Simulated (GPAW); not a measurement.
# zigzag V chain, bond 2.959 A: which magnetic order is lowest, part 2 of 2

Does zigzag V chain, bond 2.959 A prefer parallel or opposed moments, or none?

GPAW 26.7.0; revPBE; plane waves with GPAW's PAW setups, scalar-relativistic.

So far, largest spin moment in the augmentation sphere (μB): step 2 (order 1, typed as ferro ++) 2.96; step 3 (antiferromagnetic, start moments [1.5, -1.5] μB) 2.79.

## 4. Run 3 (antiferro q=(0,0,1/2) +-+-)

Another pattern of signs weighs the neighbour shells otherwise.

This order needs a doubled cell of 4 atoms. Its mesh is chosen so that both cells sample the same points.

File order3.py:

```python
import json
import numpy as np
from ase import Atoms
from ase.parallel import paropen, parprint
from gpaw import GPAW

atoms = Atoms(['V', 'V', 'V', 'V'],
    cell=[[12.0, 0.0, 0.0],
         [0.0, 12.0, 0.0],
         [0.0, 0.0, 7.1016]],
    scaled_positions=[[0.40136667, 0.5, 0.0],
         [0.40136667, 0.5, 0.5],
         [0.59863333, 0.5, 0.25],
         [0.59863333, 0.5, 0.75]],
    pbc=True,
    magmoms=[1.5, -1.5, 1.5, -1.5])
atoms.calc = GPAW(mode={'name': 'pw', 'ecut': 550},
    xc='revPBE',
    kpts={'size': (1, 1, 4), 'gamma': True},
    occupations={'name': 'methfessel-paxton', 'width': 0.1},
    convergence={'density': 1e-05, 'energy': 1e-05},
    maxiter=200,
    mixer={'name': 'pulay', 'beta': 0.1, 'nmaxold': 8, 'weight': 100},
    symmetry={'tolerance': 1e-4},
    txt='order3.txt')
e = atoms.get_potential_energy(force_consistent=True)
res = {'free_energy': e, 'energy_sigma0': atoms.get_potential_energy(), 'fermi_energy': atoms.calc.get_fermi_level()}
res['moments'] = atoms.get_magnetic_moments().tolist()
res['total'] = atoms.get_magnetic_moment()
parprint('site moments (muB):', np.round(res['moments'], 3))
parprint(f"total moment: {res['total']:.3f} muB")
parprint(f'free energy: {e:.6f} eV')
atoms.calc.write('order3.gpw')
with paropen('results.json', 'w') as f:
    json.dump(res, f)
```

On the command line:

```
$ OMP_NUM_THREADS=1 python3 order3.py > order3.log
```

The log of the run:

```text
site moments (muB): [ 2.831 -2.831  2.831 -2.831]
total moment: 0.000 muB
free energy: -19.042231 eV

--- order3.txt ---
Input parameters:
  mode=PW(ecut=550),
  convergence={'density': 1e-05, 'energy': 1e-05},
  kpts=MonkhorstPack(size=(1, 1, 4), gamma=True),
  maxiter=200,
  mixer=Pulay(name='pulay', nmaxold=8, beta=0.1, weight=100, sigma=0.015, g_ss=None),
[...]
|         21 |        -2.922 |     1.000 |        -2.922 |     1.000 |
[...]
|         31 |        -0.872 |     0.000 |        -0.872 |     0.000 |
|         32 |        -0.733 |     0.000 |        -0.733 |     0.000 |
|         33 |        -0.617 |     0.000 |        -0.617 |     0.000 |
|        ... |               |           |               |           |
|         35 |        -0.157 |     0.000 |        -0.158 |     0.000 |

No gap
No difference between direct/indirect transitions


[key lines of the parts left out:]
Free energy:     -19.042231
Converged in 43 steps
dipole moment: (-0.000000, 0.000000, -16.207097)  # |e|*Ang
Fermi level: -2.552
```

Wall time 7.7 min (1 MPI rank of Intel Xeon Platinum 8259CL at 2.50GHz (Skylake/Cascade Lake), shared host); peak memory 0.74 GiB.

Spin moment in the augmentation sphere by atom:

| atom | spin moment in the augmentation sphere (μB) |
| --- | --- |
| V1 | 2.83 |
| V2 | -2.83 |
| V3 | 2.83 |
| V4 | -2.83 |

This step gave:

```
magnetization : 0 μB
final state   : antiferromagnetic
```

It lies 86.3 meV a seeded atom under the first start, and its largest moment is 2.83 μB against 2.96 μB.

## 5. Order 4, typed as no spin polarisation

A run without seeds gives the energy of the state without moments.

File nospin.py:

```python
import json
import numpy as np
from ase import Atoms
from ase.parallel import paropen, parprint
from gpaw import GPAW

atoms = Atoms(['V', 'V'],
    cell=[[12.0, 0.0, 0.0],
         [0.0, 12.0, 0.0],
         [0.0, 0.0, 3.5508]],
    scaled_positions=[[0.40136667, 0.5, 0.0],
         [0.59863333, 0.5, 0.5]],
    pbc=True)
atoms.calc = GPAW(mode={'name': 'pw', 'ecut': 550},
    xc='revPBE',
    kpts={'size': (1, 1, 8), 'gamma': True},
    occupations={'name': 'methfessel-paxton', 'width': 0.1},
    convergence={'density': 1e-05, 'energy': 1e-05},
    maxiter=200,
    mixer={'name': 'pulay', 'beta': 0.1, 'nmaxold': 8, 'weight': 100},
    symmetry={'tolerance': 1e-4},
    txt='nospin.txt')
e = atoms.get_potential_energy(force_consistent=True)
res = {'free_energy': e, 'energy_sigma0': atoms.get_potential_energy(), 'fermi_energy': atoms.calc.get_fermi_level()}
parprint(f'free energy: {e:.6f} eV')
atoms.calc.write('nospin.gpw')
with paropen('results.json', 'w') as f:
    json.dump(res, f)
```

On the command line:

```
$ OMP_NUM_THREADS=1 python3 nospin.py > nospin.log
```

The log of the run:

```text
free energy: -7.211031 eV

--- nospin.txt ---
Input parameters:
  mode=PW(ecut=550),
  convergence={'density': 1e-05, 'energy': 1e-05},
  kpts=MonkhorstPack(size=(1, 1, 8), gamma=True),
  maxiter=200,
  mixer=Pulay(name='pulay', nmaxold=8, beta=0.1, weight=100, sigma=0.015, g_ss=None),
  occupations=Occupations(name='methfessel-paxton', width=0.1),
  symmetry=Symmetry(tolerance=0.0001),
  xc=XC(name='revPBE')

[...]
|          0 |       -67.222 |     2.000 |
|        ... |               |           |
|          5 |       -41.005 |     2.000 |
|          6 |       -40.958 |     2.000 |
|          7 |       -40.931 |     2.000 |
|          8 |        -5.329 |     2.000 |
[...]
|         16 |        -2.216 |     0.000 |
|         17 |        -2.130 |     0.000 |
|         18 |        -1.917 |     0.000 |
|         19 |        -1.444 |     0.000 |

No gap
No difference between direct/indirect transitions


[key lines of the parts left out:]
Free energy:      -7.211031
Converged in 25 steps
dipole moment: (0.000001, 0.000000, -8.388954)  # |e|*Ang
Fermi level: -2.592
```

Run time: 50 s. Hardware: 1 MPI rank; peak memory 0.31 GiB.

Read from the output:

```
final state : non-magnetic (no spin polarisation)
```

It lies 1069 meV a seeded atom over the first start.

## 6. Energies of the orders

These are free energies at a smearing of 0.1 eV, so its entropy term is in the differences. They are divided by the number of seeded atoms, so that cells of unlike size compare. Wavevectors q in the names are fractions of the reciprocal vectors of the first run's cell.

Orders:

| start | final state | typed order kept | energy over the lowest (meV a seeded atom) | largest site moment (μB) | net moment (μB a primitive cell) | mesh matched | CPU time (s) |
| --- | --- | --- | --- | --- | --- | --- | --- |
| ferro ++ | ferromagnetic | yes | 91.05 | 2.957 | 8.238 | yes | 161.5 |
| antiferro +- | antiferromagnetic | yes | 0 | 2.791 | 0 | yes | 145.7 |
| antiferro q=(0,0,1/2) +-+- | antiferromagnetic | yes | 4.759 | 2.831 | 0 | yes | 461.6 |
| no spin polarisation | non-magnetic | - | 1160 | 0 | 0 | yes | 49.6 |

## 7. Results

| Item | Value |
| --- | --- |
| lowest state found | antiferromagnetic (typed antiferro +-) |
| largest site moment | 2.79 μB |
| next state | antiferromagnetic, 4.76 meV a seeded atom higher |
| energy gained by spin polarisation | 1160 meV a seeded atom |

What this shows: The lowest state found is antiferromagnetic, reached from the start antiferro +-, with moments up to 2.79 μB. The two lowest states lie so close that the mesh, the functional or spin–orbit coupling could swap them. This is the lowest of 4 finished starts, no proof of the ground state. The smearing is not Fermi–Dirac, so its width is no temperature.

[Logs and program files are shortened in this print: banners, set-up blocks, solver, clock and traceback lines can be left out without a mark of their own.]

[Logs are printed without paths, hosts, clocks, repeated set-up lines and the standing remarks that a program may print on its own settings, such as how far it seeks lower states.]

[Hosts, paths, dates, database ids (printed as entryN), source tags and the programs' standing remarks are cut or masked in the printed files.]

[Where a cell is said to come from a database of computed structures, the database is the Materials Project.]
